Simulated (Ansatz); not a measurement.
The system is GaP.

```
CELL_PARAMETERS angstrom
0.00000 2.72525 2.72525
2.72525 0.00000 2.72525
2.72525 2.72525 0.00000
ATOMIC_POSITIONS crystal
Ga 0.00000 0.00000 0.00000
P 0.75000 0.75000 0.75000
```

```yaml
Program: Ansatz 0.2.0
Task: relaxation of cell and atoms
Functional: RPBE
Dispersion: D4
Potentials_or_basis: all-electron LAPW, scalar-relativistic
Basis_error_allowed: 0.001 eV/atom
k_mesh: 8 × 8 × 8
Occupations: fermi-dirac, width 0.05 eV
Spin: no spin polarisation
```

At the start: volume 20.24 Å³/atom.

Problem. How do energy, volume and symmetry change on relaxing?

Solution. Over 4 steps the energy falls by 4.4 meV/atom and the volume is 19.66 Å³/atom (-2.9 %); space group F-43m (No. 216, to 0.05 Å).

Step by step:
```
step  energy change (eV)  largest force (eV/Å)  volume (Å³)
   1              0.0000                0.0000        40.48
   2             -0.0079                0.0000        39.69
   3             -0.0087                0.0000        39.31
   4             -0.0087                0.0000        39.31
```

Final structure:
```cif
data_structure
_symmetry_space_group_name_H-M 'P 1'
_symmetry_Int_Tables_number 1
_cell_length_a 3.8167
_cell_length_b 3.8167
_cell_length_c 3.8167
_cell_angle_alpha 60.000
_cell_angle_beta 60.000
_cell_angle_gamma 60.000
_cell_volume 39.31
loop_
_atom_site_label
_atom_site_type_symbol
_atom_site_fract_x
_atom_site_fract_y
_atom_site_fract_z
_atom_site_occupancy
Ga1 Ga 0.00000 0.00000 0.00000 1
P1 P 0.75000 0.75000 0.75000 1
```
